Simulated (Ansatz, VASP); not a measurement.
## CuI: VASP beside Ansatz

Wanted: the spread between two codes on one cell, functional and k mesh. The cell is taken from a series of VASP runs on this material, whose earlier steps may have relaxed, scaled or displaced it; both programs get it as it stands.

Method: plane waves, with VASP 6.6.1 beside it; band structure at LDA, band structure at PBE and dielectric response at LDA, in Ansatz 0.2.0.

### 1. The starting structure

Symmetry: F-43m, No. 216, cubic system. Conventional cell: a = 6.032 Å, b = 6.032 Å, c = 6.032 Å, α = 90.00°, β = 90.00°, γ = 90.00°. I has 4 Cu at 2.61 Å nearest. Nearest to Cu lie 4 I at 2.61 Å. Farther neighbours and most contacts between anions are not listed.

Structure file:

```xyz
2
Lattice="0.0000 3.0160 3.0160 3.0160 0.0000 3.0160 3.0160 3.0160 0.0000" Properties=species:S:1:pos:R:3 pbc="T T T"
I     0.0000    0.0000    0.0000
Cu    4.5240    4.5240    4.5240
```

### 2. VASP: band structure, LDA

The same path points are solved in both programs, so levels can be compared one by one.

Lines of VASP's logs that name or quote its potential files are left out, and so is its time.

Input file INCAR:

```
SYSTEM = CuI
PREC = Accurate
ENCUT = 350
EDIFF = 1E-06
NELM = 100
ISMEAR = 0
SIGMA = 0.03
LREAL = .FALSE.
ALGO = Normal
GGA = CA
NBANDS = 21
LASPH = .TRUE.
LORBIT = 11
LWAVE = .FALSE.
LCHARG = .FALSE.
KPAR = 4
```

Input file POSCAR:

```
CuI
1.0
    0.0000000000      3.0160000000      3.0160000000
    3.0160000000      0.0000000000      3.0160000000
    3.0160000000      3.0160000000      0.0000000000
I Cu
1 1
Direct
    0.0000000000      0.0000000000      0.0000000000
    0.7500000000      0.7500000000      0.7500000000
```

Input file KPOINTS:

```
Automatic mesh
0
Gamma
6 6 6
0 0 0
```

Input file KPOINTS_OPT:

```
Line mode
10
Line-mode
Reciprocal
  0.00000000   0.00000000   0.00000000 GAMMA
  0.50000000   0.00000000   0.50000000 X

  0.50000000   0.00000000   0.50000000 X
  0.50000000   0.25000000   0.75000000 W

  0.50000000   0.25000000   0.75000000 W
  0.37500000   0.37500000   0.75000000 K

  0.37500000   0.37500000   0.75000000 K
  0.00000000   0.00000000   0.00000000 GAMMA

  0.00000000   0.00000000   0.00000000 GAMMA
  0.50000000   0.50000000   0.50000000 L

  0.50000000   0.50000000   0.50000000 L
  0.62500000   0.25000000   0.62500000 U

  0.62500000   0.25000000   0.62500000 U
  0.50000000   0.25000000   0.75000000 W

  0.50000000   0.25000000   0.75000000 W
  0.50000000   0.50000000   0.50000000 L

  0.50000000   0.50000000   0.50000000 L
  0.37500000   0.37500000   0.75000000 K

  0.62500000   0.25000000   0.62500000 U
  0.50000000   0.00000000   0.50000000 X
```

The projector-augmented-wave data sets are I and Cu (LDA family, release 64).

Launch:

```
$ mpirun -np 4 vasp_std
```

Numbers of over 12 decimals in the logs are rounded to 6 here.

The program printed:

```text
[banner, memory and clock lines left out]
running    4 mpi-ranks, on    1 nodes
 distrk:  each k-point on    1 cores,    4 groups
 distr:  one band on    1 cores,    1 groups

 POSCAR found type information on POSCAR I Cu
 POSCAR found :  2 types and       2 ions
 LDA part: xc-table for (Slater(with rela. corr.)+CA(PZ))
 , standard interpolation
 POSCAR, INCAR and KPOINTS ok, starting setup
 FFT: planning ... GRIDC
 FFT: planning ... GRID_SOFT
 FFT: planning ... GRID
 WAVECAR not read
 entering main loop
       N       E                     dE             d eps       ncg     rms          rms(c)
DAV:   1     0.868587944256E+02    0.86859E+02   -0.53321E+03   672   0.648E+02
DAV:   2    -0.391641992272E+00   -0.87250E+02   -0.77012E+02   722   0.173E+02
DAV:   3    -0.702712029045E+01   -0.66355E+01   -0.65241E+01   842   0.520E+01
DAV:   4    -0.720223366925E+01   -0.17511E+00   -0.17492E+00   819   0.744E+00
DAV:   5    -0.721086738810E+01   -0.86337E-02   -0.86328E-02  1000   0.195E+00    0.562E+00
DAV:   6    -0.712327465389E+01    0.87593E-01   -0.22975E+00   792   0.366E+01    0.362E+00
DAV:   7    -0.694786157383E+01    0.17541E+00   -0.58358E-01   777   0.225E+01    0.176E+00
DAV:   8    -0.694409600249E+01    0.37656E-02   -0.28650E-02  1043   0.195E+00    0.403E-01
DAV:   9    -0.694196902054E+01    0.21270E-02   -0.39231E-03   832   0.159E+00    0.227E-01
DAV:  10    -0.694192123427E+01    0.47786E-04   -0.34122E-04  1088   0.155E-01    0.945E-02
DAV:  11    -0.694181708355E+01    0.10415E-03   -0.43944E-04   800   0.574E-01    0.292E-02
DAV:  12    -0.694181651616E+01    0.56740E-06   -0.41892E-05  1030   0.767E-02    0.288E-02
DAV:  13    -0.694181542172E+01    0.10944E-05   -0.22777E-06   965   0.235E-02    0.506E-03
DAV:  14    -0.694181524330E+01    0.17842E-06   -0.58641E-07   481   0.153E-02
   1 F= -.69418152E+01 E0= -.69418152E+01  d E =-.472188E-21
 Start KPOINTS_OPT (optional k-point list driver)
k-point batch [1-16\100]
       N       E                     dE             ncg
DAV:   1     0.171814016994E+04   -0.37797E+04      677
DAV:   2     0.283891996801E+03   -0.14342E+04      707
DAV:   3     0.172444855157E+03   -0.11145E+03      841
DAV:   4     0.169459269767E+03   -0.29856E+01      836
DAV:   5     0.169314412512E+03   -0.14486E+00      976
DAV:   6     0.169311350795E+03   -0.30617E-02      884
DAV:   7     0.169311326139E+03   -0.24656E-04      987
DAV:   8     0.169311325940E+03   -0.19880E-06      665
[...]
k-point batch [97-100\100]
       N       E                     dE             ncg
DAV:   1     0.641806773929E+04   -0.17459E+04      168
DAV:   2     0.605240595154E+04   -0.36566E+03      178
DAV:   3     0.602785325171E+04   -0.24553E+02      227
DAV:   4     0.602725451722E+04   -0.59873E+00      193
DAV:   5     0.602722413183E+04   -0.30385E-01      256
DAV:   6     0.602722340587E+04   -0.72596E-03      214
DAV:   7     0.602722339834E+04   -0.75322E-05      256
DAV:   8     0.602722339830E+04   -0.44589E-07      171
```

Parts of OUTCAR (step 2):

```text
ion  position               nearest neighbor table
   1  0.000  0.000  0.000-   2 2.61   2 2.61   2 2.61   2 2.61
   2  0.750  0.750  0.750-   1 2.61   1 2.61   1 2.61   1 2.61

  LATTYP: Found a face centered cubic cell.
 ALAT       =     6.0320000000

 Subroutine GETGRP returns: Found 24 space group operations
 (whereof 24 operations were pure point group operations)

The static configuration has the point symmetry T_d .

 Found     16 irreducible k-points:

   k-points           NKPTS =     16   k-points in BZ     NKDIM =     16   number of bands    NBANDS=     21

   dimension x,y,z NGX =    28 NGY =   28 NGZ =   28
   dimension x,y,z NGXF=    56 NGYF=   56 NGZF=   56

   ENCUT  =  350.0 eV  25.72 Ry    5.07 a.u.   6.51  6.51  6.51*2*pi/ulx,y,z

   NELECT =      18.0000    total number of electrons

 k-points in reciprocal lattice and weights: Automatic mesh
   0.00000000  0.00000000  0.00000000       0.005
   0.16666667  0.00000000  0.00000000       0.037
   0.33333333  0.00000000  0.00000000       0.037
   0.50000000  0.00000000  0.00000000       0.019
   0.16666667  0.16666667  0.00000000       0.028
   0.33333333  0.16666667  0.00000000       0.111
   0.50000000  0.16666667  0.00000000       0.111
  -0.33333333  0.16666667  0.00000000       0.111
  -0.16666667  0.16666667  0.00000000       0.056
[...]
-0.33333333  0.33333333  0.16666667       0.111
  -0.33333333  0.50000000  0.16666667       0.056

 average (electrostatic) potential at core
       1 -92.8930       2 -66.7107

 E-fermi :   4.5316

 k-point     1 :       0.0000    0.0000    0.0000
  band No.  band energies     occupation
    ...
      5       2.3578      2.00000
      6       2.3578      2.00000
      7       4.3401      2.00000
      8       4.3401      2.00000
      9       4.3401      2.00000
     10       5.3715      0.00000
     11       9.1858      0.00000
     12       9.1858      0.00000
     13       9.1858      0.00000
     14      12.3396      0.00000
    ...

 k-point     2 :       0.1667    0.0000    0.0000
  band No.  band energies     occupation
    ...
      5       2.3485      2.00000
      6       2.3485      2.00000
      7       3.3979      2.00000
      8       4.1351      2.00000
      9       4.1351      2.00000
     10       6.3424      0.00000
     11       9.1591      0.00000
     12       9.5395      0.00000
     13       9.5395      0.00000
     14      13.1141      0.00000
    ...

 k-point     3 :       0.3333    0.0000    0.0000
  band No.  band energies     occupation
    ...
      5       2.3590      2.00000
      6       2.3590      2.00000
      7       2.6663      2.00000
      8       3.7696      2.00000
      9       3.7696      2.00000
     10       6.5109      0.00000
     11       9.7955      0.00000
     12       9.7955      0.00000
     13      10.6985      0.00000
     14      12.8375      0.00000
    ...

  Total       -1.3027012     -1.3027012     -1.3027012     -0.0000000      0.0000000     -0.0000000
  in kB      -38.0392003    -38.0392003    -38.0392003     -0.0000000      0.0000000     -0.0000000
  external PRESSURE =     -38.0392003 kB  Pullay stress =       0.0000000 kB

  energy-cutoff  :      350.00
  volume of cell :       54.87
      direct lattice vectors                 reciprocal lattice vectors
     0.000000000  3.016000000  3.016000000    -0.165782493  0.165782493  0.165782493
     3.016000000  0.000000000  3.016000000     0.165782493 -0.165782493  0.165782493
     3.016000000  3.016000000  0.000000000     0.165782493  0.165782493 -0.165782493

 POSITION                                       TOTAL-FORCE (eV/Angst)
 -----------------------------------------------------------------------------------
      0.00000      0.00000      0.00000         0.000000      0.000000     -0.000000
      4.52400      4.52400      4.52400        -0.000000     -0.000000      0.000000
 -----------------------------------------------------------------------------------
    total drift:                               -0.000001     -0.000001     -0.000001

  FREE ENERGIE OF THE ION-ELECTRON SYSTEM (eV)
  ---------------------------------------------------
  free  energy   TOTEN  =        -6.9418152433 eV

  energy  without entropy=       -6.9418152433  energy(sigma->0) =       -6.94181524

 total charge
# of ion       s       p       d       tot
------------------------------------------
    1        1.497   2.752   0.054   4.302
    2        0.341   0.275   9.329   9.944
--------------------------------------------------
tot          1.837   3.026   9.383  14.246

[... 3 further parts left out ...]
```

The run ends at a pressure of -3.80 GPa.

### 3. Ansatz: band structure, LDA

Ansatz runs on its default PAW (the set named soft_2) files.

The same cell, functional (in two slightly different forms), mesh and smearing now go to Ansatz, which takes its cutoff from its data sets.

Input file input.yaml:

```yaml
crystal:
  lattice:
    - [0.0, 3.016, 3.016]
    - [3.016, 0.0, 3.016]
    - [3.016, 3.016, 0.0]
  atoms:
    - { symbol: I, position: [0.0, 0.0, 0.0] }
    - { symbol: Cu, position: [0.75, 0.75, 0.75] }
hamiltonian:
  xc: lda
  pseudopotentials: { kind: paw }
kpoints:
  mp_grid: { grid: [6, 6, 6] }
  band_path:
    path:
      - [0.0, 0.0, 0.0]
      - [0.16667, 0.0, 0.16667]
      - [0.33333, 0.0, 0.33333]
      - [0.5, 0.0, 0.5]
      - [0.5, 0.08333, 0.58333]
      - [0.5, 0.19444, 0.69444]
      - [0.5, 0.25, 0.75]
      - [0.45833, 0.29167, 0.75]
      - [0.40278, 0.34722, 0.75]
      - [0.375, 0.375, 0.75]
      - [0.20833, 0.20833, 0.41667]
      - [0.08333, 0.08333, 0.16667]
      - [0.0, 0.0, 0.0]
      - [0.22222, 0.22222, 0.22222]
      - [0.38889, 0.38889, 0.38889]
      - [0.51389, 0.47222, 0.51389]
      - [0.55556, 0.38889, 0.55556]
      - [0.61111, 0.27778, 0.61111]
      - [0.61111, 0.25, 0.63889]
      - [0.56944, 0.25, 0.68056]
      - [0.51389, 0.25, 0.73611]
      - [0.5, 0.27778, 0.72222]
      - [0.5, 0.38889, 0.61111]
      - [0.5, 0.47222, 0.52778]
      - [0.48611, 0.48611, 0.52778]
      - [0.43056, 0.43056, 0.63889]
      - [0.38889, 0.38889, 0.72222]
      - [0.59722, 0.19444, 0.59722]
      - [0.55556, 0.11111, 0.55556]
      - [0.5, 0.0, 0.5]
    npoints: 1
scf:
  occupations: { method: gaussian, width: 0.03 }
  n_extra_bands: 7
output:
  forces: true
  stress: true
  eigenvalues: true
```

Launch:

```
$ ansatz run input.yaml --threads 2 --pin off --max-ram 4608MiB --backend cpu --events-out ev --progress --plain --runs-dir out
```

The program printed:

```text
scf.n_extra_bands = 7 over 18 filled bands (N_el = 36.0): the run solves 25 bands
Engine: ansatz 0.2.0, x86_64-unknown-linux-gnu
Pseudopotentials: kind: paw
Pseudopotential: I, paw, valence charge 17, recommended cutoff 420 eV (normal), I.paw.azcp
Pseudopotential: Cu, paw, valence charge 19, recommended cutoff 420 eV (normal), Cu.paw.azcp
Functional definition: SPW92
  exchange = slater_x
  correlation = pw_c
Crystal: 2 atoms, lattice volume = 54.869 Å³
Basis set: ecut = 420 eV, 1067 PW (Γ)
Bands: 25, of which v1, the nominal top of the filled ones, is band 18 counted from 1 (17 counted from 0)
Symmetry: 24 space group operations
Space group: F-43m (ITA 216), of the structure as read, at distance tolerance 3.8e-5 Å
k-points: 16 of 216 (time reversal used)
Non-local potential: I, projectors of the file, l = 0: 2, l = 1: 2, l = 2: 2, l = 3: 2
Non-local potential: Cu, projectors of the file, l = 0: 3, l = 1: 2, l = 2: 3, l = 3: 1
PAW form: soft (Blöchl's): semilocal exchange-correlation on the pseudo side does not see the compensation charge
PAW frozen core: I, regenerated for the run's functional, and the local potential with it (the file was generated under x = pbe(κ = 0.804, μ = 0.219515), c = pbe(β = 0.066725))
PAW frozen core: Cu, regenerated for the run's functional, and the local potential with it (the file was generated under x = pbe(κ = 0.804, μ = 0.219515), c = pbe(β = 0.066725))
PAW one-centre angular grid: I, 590 points (default); XC on 64 Gauss nodes
PAW one-centre angular grid: Cu, 590 points (default); XC on 64 Gauss nodes
Initial density: superposition of atomic densities (neutral atoms: chi_scale 0, normalization atom), corrected by the library's trained network
Initial wavefunctions: pseudopotential atomic-orbital guess
Functional: x = slater, c = lda
SCF iter   1: F=—  HF=-13911.743738 eV  |F-HF|=—  |Δ(HF+E_count)|=         —  Δρ=1.03e-2  dr2=2.57e-2  ethr=1.77e-3  ⟨swp⟩=6.2  Hψ=1997  notcnv=0  defer=2
preconditioner: auto → none  [insulator: Δε(μ)=0.889 eV  Ē_g=11.102 eV  σ=0.030 eV  W_gap=1.00  n_scr=14 (ndim 8)  ℏωp=21.3 eV  f_vac=0.177  D(μ)=0.00/eV (n_scr^D=0)  ε∞_Penn≈4.7]
SCF iter   2: F=—  HF=-13911.748053 eV  |F-HF|=—  |Δ(HF+E_count)|=   4.32e-3  Δρ=1.08e-2  dr2=4.47e-2  ethr=7.14e-5  ⟨swp⟩=2.6  Hψ=922  notcnv=0  defer=38
SCF iter   3: F=—  HF=-13911.736834 eV  |F-HF|=—  |Δ(HF+E_count)|=   1.12e-2  Δρ=3.07e-3  dr2=2.27e-3  ethr=7.14e-5  ⟨swp⟩=2.1  Hψ=701  notcnv=0  defer=38
SCF iter   4: F=—  HF=-13911.736496 eV  |F-HF|=—  |Δ(HF+E_count)|=   3.39e-4  Δρ=6.24e-4  dr2=8.67e-5  ethr=6.31e-6  ⟨swp⟩=2.0  Hψ=576  notcnv=0  defer=38
SCF iter   5: F=—  HF=-13911.736498 eV  |F-HF|=—  |Δ(HF+E_count)|=   1.99e-6  Δρ=7.39e-5  dr2=2.14e-6  ethr=2.41e-7  ⟨swp⟩=2.0  Hψ=506  notcnv=0  defer=38
SCF iter   6: F=-13911.736497 eV  HF=-13911.736497 eV  |F-HF|=3.53e-10  |Δ(HF+E_count)|=   3.76e-7  Δρ=4.46e-6  dr2=6.17e-9  ethr=2.78e-10  ⟨swp⟩=8.7  Hψ=2305  notcnv=0
SCF 1 converged in 6 iterations: F = -13911.736497 eV  dr2 = 6.17e-9
  greatest PAW one-centre occupation: 1.000 electrons in one spin orbital (limit 2), on the Cu atom at site 1 (counted from 0), in its partial waves of l = 0
NSCF: frozen V_eff on 30 k-points
SCF converged after 6 iterations
Free energy (F): -13911.736497 eV
Harris-Foulkes:  -13911.736497 eV  (|F-HF|=3.53e-10)
Internal energy: -13911.736497 eV  (E = F + TS)
E sigma→0 (E₀):  -13911.736497 eV
Fermi energy:    8.488938 eV
--- Per-component energies (eV) ---
  E_band       = -870.307770
  E_kinetic    = 491.026714
  E_local      = -7594.057406  (includes V_loc(G=0)·N_el)
  E_nonlocal   = 322.092781
  E_hartree    = 3523.167973
  E_xc         = -214.221509
  E_vxc        = -241.421093  (∫ρ·V_xc dr)
  E_paw        = -6265.495560  (= ΣΔE_a)
  E_vpaw       = -894.290699  (= ΣTr[D̂ρ^β])
  E_aug_tail   = 0.000237  (compensation charges beyond the density's cutoff)
  E_ewald      = -4175.480603
  E_core_change = 1.230875  (= ΣΔE_core)
  E_smearing   = -0.000000  (= −TS)
  E_closure    = -0.000000  (closes the sum)
  Σ components = -13911.736497   (vs F -13911.736497, Δ=0.00e0)
--- Forces (eV/Å), atoms counted from 1 ---
  atom   1  I     -0.00000000     0.00000000     0.00000000
  atom   2  Cu     0.00000000     0.00000000     0.00000000
  max |Σ_I F_I| component: 4.16e-17 eV/Å
--- Stress (GPa, compression-positive) ---
       -3.882495      -0.000000       0.000000
        0.000000      -3.882495       0.000000
       -0.000000       0.000000      -3.882495
  P = ⅓ Tr σ = -3.8825 GPa (-38.825 kbar)
--- Band table (eV; the first three rows and the last of 16) ---
  k-point 0: bands = [... 14 lower, 6.0278, 8.0003, 8.0003, 8.0003, 8.9766, 12.8562, 12.8562, 12.8562, ... 3 higher]
  k-point 1: bands = [... 14 lower, 6.0184, 7.0592, 7.7957, 7.7957, 9.9570, 12.8169, 13.2113, 13.2113, ... 3 higher]
  k-point 2: bands = [... 14 lower, 6.0292, 6.3355, 7.4307, 7.4307, 10.1358, 13.4715, 13.4715, 14.3421, ... 3 higher]
  k-point 15: bands = [... 14 lower, 5.9811, 6.1112, 6.3124, 6.6099, 11.7654, 11.8840, 15.0627, 15.1145, ... 3 higher]
```

Run time: 1.6 s. Hardware: 2 threads of Intel Xeon Platinum 8488C (Sapphire Rapids), shared host; peak memory 0.36 GiB.

### 4. Differences

Known differences besides the potentials themselves: the two LDA forms differ slightly; the data sets hold 36 valence electrons in Ansatz (default PAW (the set named soft_2) files) and 18 in VASP; the cutoff is 420 eV in Ansatz and 350 eV in VASP; VASP's log shows a relativistic correction to its local exchange, Ansatz's none. Total energies have different zeros and are not compared.

Both answers:

```tsv
quantity	Ansatz	VASP	difference
pressure (GPa)	-3.88	-3.80	-0.08
gap over the path points (eV)	0.976	1.031	-0.055
```

Levels at points of the path, from each program's valence-band top (eV; 4 filled, then empty):

```tsv
k (reciprocal lattice)	Ansatz	VASP
0.000 0.000 0.000	-1.97 0.00 0.00 0.00 0.98 4.86 4.86	-1.98 0.00 0.00 0.00 1.03 4.85 4.85
0.167 0.000 0.167	-1.95 -0.83 -0.52 -0.52 2.55 3.82 5.83	-1.96 -0.83 -0.52 -0.52 2.59 3.82 5.81
0.333 0.000 0.333	-1.91 -1.49 -1.28 -1.28 2.82 3.22 7.50	-1.92 -1.49 -1.29 -1.29 2.82 3.24 7.51
0.500 0.000 0.500	-1.92 -1.88 -1.59 -1.59 2.58 2.83 9.11	-1.92 -1.90 -1.60 -1.60 2.59 2.84 9.14
0.500 0.083 0.583	-1.97 -1.89 -1.63 -1.50 2.90 3.12 8.37	-1.97 -1.90 -1.64 -1.51 2.91 3.13 8.37
0.500 0.194 0.694	-2.02 -1.89 -1.70 -1.37 4.12 4.17 6.55	-2.03 -1.90 -1.71 -1.38 4.12 4.19 6.56
0.500 0.250 0.750	-2.02 -1.89 -1.71 -1.35 4.51 4.58 5.96	-2.03 -1.90 -1.72 -1.36 4.53 4.58 5.97
0.458 0.292 0.750	-1.99 -1.87 -1.70 -1.34 3.97 4.62 6.29	-2.00 -1.88 -1.71 -1.35 3.98 4.63 6.29
0.403 0.347 0.750	-1.95 -1.83 -1.63 -1.33 3.13 4.59 7.28	-1.96 -1.84 -1.64 -1.34 3.14 4.60 7.26
0.375 0.375 0.750	-1.95 -1.83 -1.61 -1.32 3.00 4.59 7.49	-1.96 -1.84 -1.62 -1.33 3.01 4.60 7.47
```

Among the levels compared at these points, filled levels agree within 11 meV and empty ones within 55 meV. Ansatz's pressure holds a Pulay correction of 0.05 GPa; VASP's holds none.

[end of part 1 of 2]

[Lines on the potential files, build, host, timing and source positions are cut from VASP's logs without a mark.]

[Logs are printed without paths, hosts, clocks, repeated set-up lines and the standing remarks that a program may print on its own settings, such as how far it seeks lower states.]

[Hosts, paths, dates, database ids (printed as entryN), source tags and the programs' standing remarks are cut or masked in the printed files.]
